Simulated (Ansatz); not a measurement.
Set up this calculation in Ansatz 0.2.0, as the native input.

| Item | Value |
| --- | --- |
| Task | relaxation of cell and atoms |
| Functional | PBEsol |
| Potentials or basis | Ansatz PAW |
| Cutoff | 420 eV (not typed: the program's choice for these potentials) |
| k mesh | 5 × 9 × 6 |
| Occupations | fermi-dirac, width 0.05 eV |
| Spin | no spin polarisation |
| Target pressure | 30 GPa |
| Target pressure (GPa) | 30 |

TiB:

```
CELL_PARAMETERS angstrom
6.12000 0.00000 0.00000
0.00000 3.06000 0.00000
0.00000 0.00000 4.56000
ATOMIC_POSITIONS crystal
Ti 0.67700 0.25000 0.37700
Ti 0.32300 0.75000 0.62300
Ti 0.82300 0.75000 0.87700
Ti 0.17700 0.25000 0.12300
B 0.52900 0.25000 0.89700
B 0.47100 0.75000 0.10300
B 0.97100 0.75000 0.39700
B 0.02900 0.25000 0.60300
```

One way to write it, as run:

input.yaml

```yaml
crystal:
  lattice:
    - [6.12, 0.0, 0.0]
    - [0.0, 3.06, 0.0]
    - [0.0, 0.0, 4.56]
  atoms:
    - { symbol: Ti, position: [0.677, 0.25, 0.377] }
    - { symbol: Ti, position: [0.323, 0.75, 0.623] }
    - { symbol: Ti, position: [0.823, 0.75, 0.877] }
    - { symbol: Ti, position: [0.177, 0.25, 0.123] }
    - { symbol: B, position: [0.529, 0.25, 0.897] }
    - { symbol: B, position: [0.471, 0.75, 0.103] }
    - { symbol: B, position: [0.971, 0.75, 0.397] }
    - { symbol: B, position: [0.029, 0.25, 0.603] }
hamiltonian:
  xc: pbesol
  pseudopotentials: { kind: paw }
kpoints:
  mp_grid: { grid: [5, 9, 6] }
scf:
  occupations: { method: fermi_dirac, width: 0.05 }
output:
  forces: true
  stress: true
  eigenvalues: true
relax:
  f_tol: 0.01
  max_steps: 40
  cell: { stress_tol: 0.05, p_target: 30.0 }
```

Potentials or basis: Ansatz PAW.

Launch:

```bash
$ ansatz run input.yaml --threads 4 --pin off --max-ram 11264MiB --backend cpu --events-out ev --progress --plain --runs-dir out
```

Results of the run:

```yaml
Relaxed_volume: 9.31 Å³/atom
Relaxed_cell: a = 5.832 Å, b = 2.932 Å, c = 4.356 Å, α = 90.00°, β = 90.00°, γ = 90.00°
Space_group_after_relaxing_to_0.05_Å: Pnma (No. 62)
Energy_change_on_relaxing_the_enthalpy_is_what_falls: +86.7 meV/atom
Ionic_steps: 10
Pressure_after_relaxing: 30.0 GPa
Band_gap_on_the_k_mesh: none (metal or under the smearing width)
```

Caveat: the plane-wave basis is chosen anew once the cell has moved, so the energies of steps on either side of that aren't comparable; the PAW data sets come from PBE, with cores solved anew for the run's functional, which leaves a small shift of forces and pressure.

Run time: 27 s on 4 threads of Arm Neoverse V2, with other jobs on the host, peak memory 0.52 GiB.
